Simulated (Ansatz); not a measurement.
A series in volume scale on HfO₂

Results calculated with Ansatz 0.2.0, not measured. Periodic Kohn-Sham DFT of a crystal at fixed atoms, scaled to volume_scale times the given cell; pressure positive in compression, energy less spherical unpolarised free atoms, largest_vzz the field gradient of largest size among the nuclei.

The cell before it is scaled or strained (space group Fm-3m, No. 225):
```
cell vectors (Å)
   0.0000     2.5575     2.5575
   2.5575     0.0000     2.5575
   2.5575     2.5575     0.0000
atoms (fractions of the cell vectors)
Hf  0.00000  0.00000  0.00000
O   0.25000  0.25000  0.25000
O   0.75000  0.75000  0.75000
```

Settings of every row: method all-electron PAW; functional LDA; relativity scalar; k mesh 9x9x9; filling fermi-dirac; smearing width 0.01 eV; nucleus gaussian.

Atom start moment: 0 on all atoms.

Limits: no spin-orbit coupling on heavy atoms.

| row | volume scale | V (Å³/atom) | pressure (GPa) |
| --- | --- | --- | --- |
| 1 | 0.94 | 10.483 | ? |
| 2 | 0.96 | 10.706 | -7.019 |
| 3 | 0.98 | 10.929 | -12.008 |
| 4 | 0.99 | 11.041 | -14.301 |
| 5 | 1 | 11.152 | -16.469 |
| 6 | 1.01 | 11.264 | -18.519 |
| 7 | 1.02 | 11.375 | -20.458 |
| 8 | 1.04 | 11.598 | -24.021 |
| 9 | 1.06 | 11.821 | -27.202 |

Question: what pressure should row 1 give?

Worked fit of pressure. Take u = (V_r/V)^(2/3) − 1 with V_r = 11.208 Å³ an atom, which is twice the finite (Eulerian) strain; such expansions in the strain, on which the Birch-Murnaghan equation of state is built, carry the rest volume and the bulk modulus. The shown rows have u = 0.03102, 0.01695, 0.01006, 0.00334, -0.00332, -0.00981, -0.02255, -0.03488. Least squares give pressure = −17.5087 + 309.637 × u + 913.45 × u² GPa; a straight line predicts inner rows, each left out in turn, worse (root mean square 0.3 against 0.0078 GPa). The rows lie off it by 0.006, -0.010, 0.000, -0.005, 0.008, 0.000, 0.006, -0.004 (root mean square 0.0059 GPa). The withheld row has u = 0.04559, so the fit gives −17.5087 + 309.637 × (0.04559) + 913.45 × (0.04559)² = -1.494 GPa.

The calculation gave -1.441 GPa. The fit lies 0.053 GPa (3.7 % of the value, 0.21 % of the column's range) below it; its largest miss of a shown row is 0.010 GPa. This row lies beyond the range of the fit.
